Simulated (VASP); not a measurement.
# MgO: optical spectrum of independent particles, by functional

MgO, P6_3mc (no. 186), 4 atoms in the cell.

| Functional | ε at zero frequency, electronic | Mean energy of the absorption, weighted by Im ε (eV) | Refractive index at 633 nm | Refractive index at 1064 nm | Direct gap on the mesh (eV) | Time (s) |
|---|---|---|---|---|---|---|
| PBE | 3.00 | 11.26 | 1.77 | 1.74 | 3.46 | 7.4 |
| LDA | 3.08 | 11.09 | 1.80 | 1.77 | 3.36 | 6.8 |
| PBEsol | 3.07 | 11.12 | 1.79 | 1.76 | 3.35 | 6.8 |
| r2SCAN | 2.73 | 12.05 | 1.68 | 1.66 | 4.13 | 40 |
| TPSS | 2.97 | 11.37 | 1.76 | 1.73 | 3.51 | 37 |

Limits: The 6×6×4 mesh is coarse for a spectrum: peaks stand apart that a denser mesh merges; the pull between electron and hole is left out; the onset follows the functional's gap, which semilocal functionals usually make too small.

## Input of the first row

INCAR:
```
PREC     = Accurate       # precision mode
ENCUT    = 460            # plane-wave cutoff, eV
ISMEAR   = 0              # smearing method
SIGMA    = 0.02           # smearing width, eV
EDIFF    = 1E-7           # SCF threshold, eV
LASPH    = True           # aspherical terms in the spheres
KPAR     = 4            
LWAVE    = True           # write WAVECAR
LCHARG   = False          # write CHGCAR
LOPTICS  = True           # frequency-dependent dielectric function
ALGO     = Normal         # electronic algorithm
NBANDS   = 32             # bands
NEDOS    = 2000           # points of the DOS
CSHIFT   = 0.1          
GGA      = PE             # functional
```

KPOINTS:
```
k-points
0
Gamma
  6 6 4
```

POSCAR:
```
MgO
1.0
    3.3077869865      0.0000000000      0.0000000000
   -1.6538934933      2.8646275606      0.0000000000
    0.0000000000      0.0000000000      4.9828816700
Mg O
2 2
Direct
    0.6666666667      0.3333333333      0.5021597400
    0.3333333333      0.6666666667      0.0021597400
    0.6666666667      0.3333333333      0.9024402600
    0.3333333333      0.6666666667      0.4024402600
```

Commands:
```
cat potpaw_PBE.64/Mg/POTCAR potpaw_PBE.64/O/POTCAR > POTCAR
mpirun -np 4 vasp_std > vasp.out
```

Changes of the last row against the first:
```
- GGA = PE
+ METAGGA = TPSS
+ LMIXTAU = True
```

VASP 6.6.1 took 7.4 s on 4 cores (Intel Xeon 6975P-C (Granite Rapids)), a shared host.
